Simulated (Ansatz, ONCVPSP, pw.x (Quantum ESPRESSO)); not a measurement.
**Hf (bcc): variants of one ONCV potential in the solid**

Hf, optimised norm-conserving Vanderbilt (ONCV), made with ONCVPSP 4.0.1.1 (patched build) (PBE, scalar-relativistic). Core [Kr] 4d10 4f14, reference 5s2 5p6 5d2 6s2. Waves: 5s+6s: rc 1.85 bohr, ncon 5, nbas 9, qcut 7.6 1/bohr, 3 projectors, debl 0.8 Ha; 5p: rc 2.20 bohr, ncon 3, nbas 6, qcut 7.2 1/bohr, 2 projectors, debl 2 Ha; 5d: rc 2.15 bohr, ncon 3, nbas 6, qcut 5.2 1/bohr, 2 projectors, debl 1.5 Ha; f scattering state at 0.35 Ha: rc 2.15 bohr, ncon 3, nbas 7, qcut 5.8 1/bohr, 2 projectors, debl 3.9 Ha. Local part: polynomial inside 1.20 bohr (lpopt 5, dvloc0 4 Ha). Core correction: none.

Crystal test: bcc Hf in pw.x 7.5, no spin, 13³ k-points, Fermi–Dirac smearing 0.01 Ry, cutoffs set for each file from its atomic test. The reference is all-electron LAPW (Ansatz 0.2.0) with the same functional, mesh and smearing; V0 and B0 come from Birch–Murnaghan fits to the pressures at five volumes. Errors are pseudo minus all-electron; Δ is the rms difference of the E(V) curves that follow from these fits, minima aligned, over ±6 % about the mean V0. Mesh and smearing are coarse, so the numbers serve the comparison and aren't converged zero-temperature values; the lattice is a test structure that the element need not adopt.

All-electron: a0 = 3.553 Å (V0 = 22.42 Å³/atom), B0 = 98.4 GPa.

Base: Atomic configuration tests: 1 of 4 tests not solved or not reliable.

1 further variants are left out: they gave no file fit for a test, a broken result, the same result as the base, or pressures whose basis-set error rivals the error shown.

```tsv
change	cutoffs (Ry)	pw.x	a0 (Å)	a0 error (%)	B0 error (%)	Δ (meV/atom)	mean pressure error (GPa)
base	60/240	converged	3.553	+0.00	+1.1	0.1	+0.02
d: debl 1.7	60/240	converged	3.553	+0.00	+1.0	0.1	+0.02
core correction Teter function, fcfact 1.75, rcfact 1	60/240	converged	3.553	+0.00	+1.2	0.1	+0.01
local potential polynomial inside 1.70 bohr (lpopt 5, dvloc0 3 Ha)	60/240	converged	3.552	-0.03	+1.0	0.4	-0.07
```

**Question.** Give the row for: d: qcut 5.7.

**Answer.** pw.x: converged; mean pressure error (GPa): +0.04; a0 (Å): 3.553; a0 error (%): +0.01; B0 error (%): +1.3; Δ (meV/atom): 0.2.
